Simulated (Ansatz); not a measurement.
# Tungsten, simple cubic: HSE06 after PBE

Aim: see what exact exchange does to the levels, and what it costs. Spin polarisation is left out. The geometry was relaxed under PBE beforehand and is kept. Exact exchange is dear, so the k-mesh is coarse, and PBE is run on the same mesh for comparison.

Method: DFT, plane waves (420 eV) with PBE-made PAW files, scalar-relativistic; functionals as named at each step, in Ansatz 0.2.0.

### 1 The structure to begin with

It takes space group Pm-3m (No. 221, cubic). Conventional cell: a = 2.638 Å, b = 2.638 Å, c = 2.638 Å, α = 90.00°, β = 90.00°, γ = 90.00°. W (site symmetry m-3m) has 6 W at 2.64 Å as nearest neighbours.

As a file:

```cif
data_structure
_symmetry_space_group_name_H-M 'Pm-3m'
_symmetry_Int_Tables_number 221
_cell_length_a 2.6377
_cell_length_b 2.6377
_cell_length_c 2.6377
_cell_angle_alpha 90.000
_cell_angle_beta 90.000
_cell_angle_gamma 90.000
_cell_volume 18.35
loop_
_atom_site_label
_atom_site_type_symbol
_atom_site_symmetry_multiplicity
_atom_site_Wyckoff_symbol
_atom_site_fract_x
_atom_site_fract_y
_atom_site_fract_z
_atom_site_occupancy
W1 W 1 a 0.00000 0.00000 0.00000 1
```

### 2 PBE, coarse mesh

The run with PBE.

input.yaml reads:

```yaml
crystal:
  lattice:
    - [2.6376587951, 0.0, 0.0]
    - [0.0, 2.6376587951, 0.0]
    - [0.0, 0.0, 2.6376587951]
  atoms:
    - { symbol: W, position: [0.0, 0.0, 0.0] }
hamiltonian:
  xc: pbe
  pseudopotentials:
    kind: paw
    azcp:
      W: "pseudopotentials/W.paw.azcp"
basis:
  ecutwfc: 420
  fft_grid_basis: typed
kpoints:
  mp_grid: { grid: [6, 6, 6], shift: [0, 0, 0] }
magnetization:
  spin_polarized: false
scf:
  occupations: { method: fermi_dirac, width: 0.1 }
```

On the command line:

```
$ ansatz run input.yaml --threads 4 --pin off --max-ram 8192MiB --backend cpu --events-out ev --progress --plain --runs-dir out
```

Output:

```text
Warning: RAYON_NUM_THREADS=4 ignored (pool sized by the plan → 4); use --threads N
Engine: ansatz 0.2.0, aarch64-unknown-linux-gnu
Pseudopotentials: kind: paw
Pseudopotential: W, paw, valence charge 14, recommended cutoff 420 eV (normal), <dir>
Functional definition: PBE
  parameter kappa = 0.804
  parameter beta = 0.06672455060314922
  exchange = pbe_x(kappa = kappa, mu = beta*pi^2/3)
  correlation = pbe_c(beta = beta)
Crystal: 1 atoms, lattice volume = 18.351 Å³
Basis set: ecut = 420 eV, 365 PW (Γ)
Bands: 11, of which v1, the nominal top of the filled ones, is band 7 counted from 1 (6 counted from 0)
Symmetry: 48 space group operations
Space group: Pm-3m (ITA 221), of the structure as read, at distance tolerance 2.6e-5 Å
k-points: 20 of 216
Non-local potential: W, projectors of the file, l = 0: 3, l = 1: 2, l = 2: 2, l = 3: 1
PAW form: soft (Blöchl's): semilocal exchange-correlation on the pseudo side does not see the compensation charge
PAW one-centre angular grid: W, 590 points (default); XC on 64 Gauss nodes
Initial density: superposition of atomic densities (neutral atoms: chi_scale 0, normalization atom), corrected by the library's trained network
Initial wavefunctions: pseudopotential atomic-orbital guess
Functional: x = pbe(κ = 0.804, μ = 0.2195149727645171), c = pbe(β = 0.06672455060314922)
SCF iter   1: F=—  HF=-10383.478067 eV  |F-HF|=—  |Δ(HF+E_count)|=         —  Δρ=3.60e-3  dr2=1.19e-3  ethr=1.77e-3  ⟨swp⟩=5.0  Hψ=1210  notcnv=0
preconditioner: auto → none  [insulator: Δε(μ)=0.314 eV  Ē_g=7.740 eV  σ=0.100 eV  W_gap=0.63  n_scr=6 (ndim 8)  ℏωp=21.2 eV  f_vac=0.000  D(μ)=1.08/eV (n_scr^D=6)  ε∞_Penn≈8.5]
SCF iter   2: F=—  HF=-10383.478379 eV  |F-HF|=—  |Δ(HF+E_count)|=   3.12e-4  Δρ=1.64e-3  dr2=1.71e-4  ethr=8.52e-6  ⟨swp⟩=2.0  Hψ=433  notcnv=0
SCF iter   3: F=—  HF=-10383.478515 eV  |F-HF|=—  |Δ(HF+E_count)|=   1.36e-4  Δρ=3.73e-4  dr2=1.06e-5  ethr=1.22e-6  ⟨swp⟩=2.0  Hψ=273  notcnv=0
SCF iter   4: F=—  HF=-10383.478521 eV  |F-HF|=—  |Δ(HF+E_count)|=   6.53e-6  Δρ=3.88e-5  dr2=1.31e-7  ethr=7.59e-8  ⟨swp⟩=2.4  Hψ=291  notcnv=0
iter 5 did not close the SCF: its close was put off for the readings that it lacked (scf_convergence_deferred on its scf_iter line)
SCF iter   5: F=-10383.478521 eV  HF=-10383.478521 eV  |F-HF|=5.09e-11  |Δ(HF+E_count)|=   7.76e-8  Δρ=2.95e-6  dr2=4.02e-10  ethr=9.38e-10  ⟨swp⟩=2.8  Hψ=347  notcnv=0
SCF iter   6: F=-10383.478521 eV  HF=-10383.478521 eV  |F-HF|=7.28e-12  |Δ(HF+E_count)|=  9.09e-11  Δρ=4.99e-7  dr2=9.45e-12  ethr=2.87e-12  ⟨swp⟩=1.0  Hψ=660  notcnv=0
SCF 1 converged in 6 iterations: F = -10383.478521 eV  dr2 = 9.45e-12
SCF converged after 6 iterations
Free energy (F): -10383.478521 eV
Harris-Foulkes:  -10383.478521 eV  (|F-HF|=7.28e-12)
Internal energy: -10383.442981 eV  (E = F + TS)
E sigma→0 (E₀):  -10383.460751 eV
Entropy (-TS):   -0.035540 eV (-35.540 meV/atom)
Fermi energy:    18.939303 eV
--- Per-component energies (eV) ---
  E_band       = -128.815027
  E_kinetic    = 447.887556
  E_local      = -758.563680  (includes V_loc(G=0)·N_el)
  E_nonlocal   = 2.996518
  E_hartree    = 270.473264
  E_xc         = -265.414561
  E_vxc        = -236.856762  (∫ρ·V_xc dr)
  E_paw        = -8562.848724  (= ΣΔE_a)
  E_vpaw       = -125.225104  (= ΣTr[D̂ρ^β])
  E_aug_tail   = -0.000054  (compensation charges beyond the density's cutoff)
  E_ewald      = -1517.973300
  E_smearing   = -0.035540  (= −TS)
  E_closure    = 0.000000  (closes the sum)
  Σ components = -10383.478521   (vs F -10383.478521, Δ=0.00e0)
```

It took 0.17 s on 4 threads of Arm Neoverse V2, shared host; peak memory 0.24 GiB.

### 3 HSE06, coarse mesh

The run with HSE06.

Changes to input.yaml since step 2:

```diff
@@ -8,3 +8,3 @@
 hamiltonian:
-  xc: pbe
+  xc: hse06
   pseudopotentials:
```

On the command line:

```
$ ansatz run input.yaml --threads 4 --pin off --max-ram 8192MiB --backend cpu --events-out ev --progress --plain --runs-dir out
```

Output:

```text
Warning: RAYON_NUM_THREADS=4 ignored (pool sized by the plan → 4); use --threads N
[... 3 set-up lines as earlier in the session ...]
Functional definition: HSE06
  parameter a = 0.25
  parameter omega = 0.11/bohr
  exchange = pbe_x - a*pbe_x_sr(omega) + a*exact_x_sr(omega)
  correlation = pbe_c
Crystal: 1 atoms, lattice volume = 18.351 Å³
Basis set: ecut = 420 eV, 365 PW (Γ)
Bands: 11, of which v1, the nominal top of the filled ones, is band 7 counted from 1 (6 counted from 0)
[... 2 set-up lines as earlier in the session ...]
k-points: 20 of 216
[... 2 set-up lines as earlier in the session ...]
PAW frozen core: W, regenerated for the run's functional, and the local potential with it (the file was generated under x = pbe(κ = 0.804, μ = 0.2195149727645171), c = pbe(β = 0.06672455060314922))
[... 3 set-up lines as earlier in the session ...]
Functional: x = pbe(κ = 0.804, μ = 0.2195149727645171), c = pbe(β = 0.06672455060314922), warm-up for x = pbe(κ = 0.804, μ = 0.2195149727645171) + 0.25 (exact − pbe) at short range (hse, ω = 0.20786987370883472 Å⁻¹), c = pbe(β = 0.06672455060314922); HSE06 as pw.x's `hse` composes it (authors' and Libxc's form: `xc: wpbeh`)
SCF iter   1: F=—  HF=-10383.476834 eV  |F-HF|=—  |Δ(HF+E_count)|=         —  Δρ=7.02e-3  dr2=8.85e-3  ethr=1.77e-3  ⟨swp⟩=6.5  Hψ=843  notcnv=0
preconditioner: auto → none  [insulator: Δε(μ)=0.325 eV  Ē_g=7.778 eV  σ=0.100 eV  W_gap=0.65  n_scr=6 (ndim 8)  ℏωp=21.2 eV  f_vac=0.000  D(μ)=1.06/eV (n_scr^D=6)]
iter 2 solved again at ethr=1.18e-6 eV; its pass at ethr=6.32e-5 eV (dr2=1.65e-4 eV) is discarded
SCF iter   2: F=—  HF=-10383.473601 eV  |F-HF|=—  |Δ(HF+E_count)|=   3.23e-3  Δρ=1.60e-3  dr2=1.62e-4  ethr=1.18e-6  ⟨swp⟩=2.9  Hψ=885  notcnv=0
SCF iter   3: F=—  HF=-10383.473718 eV  |F-HF|=—  |Δ(HF+E_count)|=   1.17e-4  Δρ=6.89e-4  dr2=2.84e-5  ethr=1.16e-6  ⟨swp⟩=2.0  Hψ=363  notcnv=0
SCF iter   4: F=—  HF=-10383.473753 eV  |F-HF|=—  |Δ(HF+E_count)|=   3.48e-5  Δρ=1.80e-5  dr2=4.44e-8  ethr=2.03e-7  ⟨swp⟩=2.0  Hψ=748  notcnv=0
SCF iter   5: F=-10383.473753 eV  HF=-10383.473753 eV  |F-HF|=2.51e-10  |Δ(HF+E_count)|=   5.17e-9  Δρ=3.00e-6  dr2=3.14e-10  ethr=3.17e-10  ⟨swp⟩=3.0  Hψ=427  notcnv=0
SCF 1 converged in 5 iterations: F = -10383.473753 eV  dr2 = 3.14e-10
Initial density: handed on by an earlier stage of this run
Initial wavefunctions: those handed on with the density
Functional: x = pbe(κ = 0.804, μ = 0.2195149727645171) + 0.25 (exact − pbe) at short range (hse, ω = 0.20786987370883472 Å⁻¹), c = pbe(β = 0.06672455060314922); HSE06 as pw.x's `hse` composes it (authors' and Libxc's form: `xc: wpbeh`)
Exchange kernel: α = 0.2500, screened, ω = 0.2079 Å⁻¹, Wigner–Seitz truncation, v(0) = 1033.7870 eV·Å³, q-mesh 6×6×6, nearest image of the exchange supercell L = 15.83 Å, pair-density grid 12×12×12, without the augmentation charges, whose exchange is taken in its separable form by FFT convolution over the k-point mesh (sized by the pseudopotential files, 18×18×18 at the most), smooth part of the exact exchange by density-matrix convolution
Frozen-core exchange: fock
iter 1 solved again at ethr=7.77e-5 eV; its pass at ethr=1.00e-1 eV (dr2=1.09e-2 eV) is discarded
SCF iter   1: F=—  HF=-10384.146531 eV  |F-HF|=—  |Δ(HF+E_count)|=         —  Δρ=8.00e-3  dr2=1.25e-2  ethr=7.77e-5  ⟨swp⟩=2.9  Hψ=916  notcnv=0
preconditioner: auto → none  [insulator: Δε(μ)=0.422 eV  Ē_g=8.837 eV  σ=0.100 eV  W_gap=0.71  n_scr=6 (ndim 8)  ℏωp=21.2 eV  f_vac=0.000  D(μ)=0.82/eV (n_scr^D=6)]
SCF iter   2: F=—  HF=-10384.141068 eV  |F-HF|=—  |Δ(HF+E_count)|=   5.46e-3  Δρ=2.44e-3  dr2=9.16e-4  ethr=7.77e-5  ⟨swp⟩=3.0  Hψ=475  notcnv=0
SCF iter   3: F=—  HF=-10384.144915 eV  |F-HF|=—  |Δ(HF+E_count)|=   3.85e-3  Δρ=1.80e-3  dr2=2.45e-4  ethr=2.42e-6  ⟨swp⟩=3.0  Hψ=473  notcnv=0
SCF iter   4: F=—  HF=-10384.144851 eV  |F-HF|=—  |Δ(HF+E_count)|=   6.34e-5  Δρ=6.75e-4  dr2=3.56e-5  ethr=1.56e-6  ⟨swp⟩=2.6  Hψ=388  notcnv=0
SCF iter   5: F=-10384.144934 eV  HF=-10384.144935 eV  |F-HF|=5.42e-7  |Δ(HF+E_count)|=   8.38e-5  Δρ=1.58e-4  dr2=2.62e-6  ethr=1.60e-7  ⟨swp⟩=2.9  Hψ=415  notcnv=0
SCF 2 stopped early in 5 iterations: F = -10384.144934 eV  dr2 = 2.62e-6
hybrid outer 1: dexx = +4.667e-3 eV, tail = 1.22e-5 eV
Exchange kernel: α = 0.2500, screened, ω = 0.2079 Å⁻¹, Wigner–Seitz truncation, v(0) = 1033.7870 eV·Å³, q-mesh 6×6×6, nearest image of the exchange supercell L = 15.83 Å, pair-density grid 12×12×12, without the augmentation charges, whose exchange is taken in its separable form by FFT convolution over the k-point mesh (sized by the pseudopotential files, 18×18×18 at the most), smooth part of the exact exchange by density-matrix convolution
Frozen-core exchange: fock
SCF iter   1: F=—  HF=-10384.144979 eV  |F-HF|=—  |Δ(HF+E_count)|=         —  Δρ=7.77e-5  dr2=6.20e-7  ethr=4.34e-7  ⟨swp⟩=3.6  Hψ=573  notcnv=0
preconditioner: auto → none  [insulator: Δε(μ)=0.413 eV  Ē_g=8.823 eV  σ=0.100 eV  W_gap=0.70  n_scr=6 (ndim 8)  ℏωp=21.2 eV  f_vac=0.000  D(μ)=0.83/eV (n_scr^D=6)]
iter 2 solved again at ethr=3.13e-10 eV; its pass at ethr=3.14e-9 eV (dr2=4.38e-8 eV) is discarded
SCF iter   2: F=-10384.144978 eV  HF=-10384.144979 eV  |F-HF|=2.42e-8  |Δ(HF+E_count)|=   1.92e-7  Δρ=3.14e-5  dr2=5.73e-8  ethr=3.13e-10  ⟨swp⟩=2.0  Hψ=852  notcnv=0
SCF 3 converged in 2 iterations: F = -10384.144978 eV  dr2 = 5.73e-8
hybrid outer 2: dexx = +1.661e-7 eV, tail = 1.29e-7 eV, Δε = 2.75e-3 eV (about 3.24e-4 eV left of the loop's levels)
hybrid SCF converged: 2 outer / 7 inner (+5 warm-up), last move |dexx| = 1.66e-7 eV, tail = 1.29e-7 eV
Stability not checked: this state was not tested for a lower state beside it, because the functional holds exact exchange (a hybrid, or Hartree-Fock), whose exchange loop this test does not read (fock_operator; see scf.lower_state_search)
Free energy (F): -10384.144979 eV
Frozen-core exchange: fock
Harris-Foulkes:  -10384.144979 eV  (|F-HF|=2.42e-8)
Internal energy: -10384.117770 eV  (E = F + TS)
E sigma→0 (E₀):  -10384.131374 eV
Entropy (-TS):   -0.027209 eV (-27.209 meV/atom)
Fermi energy:    18.905723 eV
--- Per-component energies (eV) ---
  E_band       = -156.806485
  E_kinetic    = 446.415935
  E_local      = -753.056704  (includes V_loc(G=0)·N_el)
  E_nonlocal   = 3.976650
  E_hartree    = 267.329360
  E_xc         = -210.858007
  E_vxc        = -187.632691  (∫ρ·V_xc dr)
  E_exx        = -40.112619  (= α·E_x^exact, valence–valence)
  E_paw        = -8576.916193  (= ΣΔE_a)
  E_vpaw       = -120.942821  (= ΣTr[D̂ρ^β])
  E_aug_tail   = -0.000053  (compensation charges beyond the density's cutoff)
  E_ewald      = -1517.973300
  E_core_change = -2.922838  (= ΣΔE_core)
  E_smearing   = -0.027209  (= −TS)
  E_closure    = -0.000000  (closes the sum)
  Σ components = -10384.144979   (vs F -10384.144979, Δ=0.00e0)
--- Band table (eV; the first three rows and the last of 20) ---
  k-point 0: bands = ["-59.1556", "-21.3008", "-21.3008", "-21.3008", "9.2405", "13.6991", "13.6991", "24.5255", "24.5255"]
  k-point 1: bands = ["-59.1277", "-21.6947", "-21.2706", "-21.2706", "10.1622", "13.9574", "14.7649", "23.1486", "23.1486"]
  k-point 2: bands = ["-59.0715", "-22.4337", "-21.2089", "-21.2089", "11.9986", "14.5219", "17.0757", "21.1417", "21.1417"]
  k-point 19: bands = ["-58.8302", "-22.3662", "-22.3662", "-22.3662", "14.4744", "14.4744", "14.4744", "26.7811", "27.2451"]
  guard bands above this table: 2 of the run's 11 bands. The solve was not asked for them (output.publish_guard_bands: true or output.eigenvalues: true publishes all)
```

Run time: 2.6 s. Hardware: 4 threads of Arm Neoverse V2, shared host; peak memory 0.65 GiB.

### 4 Side by side

```tsv
functional	gap on the mesh	Fermi energy (eV)	SCF cycles	exchange loops	CPU time
PBE	none (levels filled in part)	18.939	6	-	0.36 s
HSE06	none (levels filled in part)	18.906	12	2	6 s
```

### 5 Outcome

```
                         quantity                         value
                         PBE: gap  none (levels filled in part)
                       HSE06: gap  none (levels filled in part)
HSE06: SCF cycles, exchange loops                         12, 2
 HSE06: CPU time over that of PBE                            17
           HSE06: relative to bcc                +1686 meV/atom
```

**Reading.** Both PBE and HSE06 leave levels filled in part. The hybrid took 17 times as much CPU time as PBE on the same settings. HSE06 needed 2 outer loops of the exchange operator. The dense-mesh value adds +78.2 meV/atom, the change that PBE shows between the coarse mesh and its own dense run (not shown). Under HSE06 it lies 1686 meV/atom above bcc (computed apart in the same way); on such meshes a few tens of meV are uncertain for metals. Absolute energies differ from functional to functional, by eV per atom at times, and say nothing by themselves.
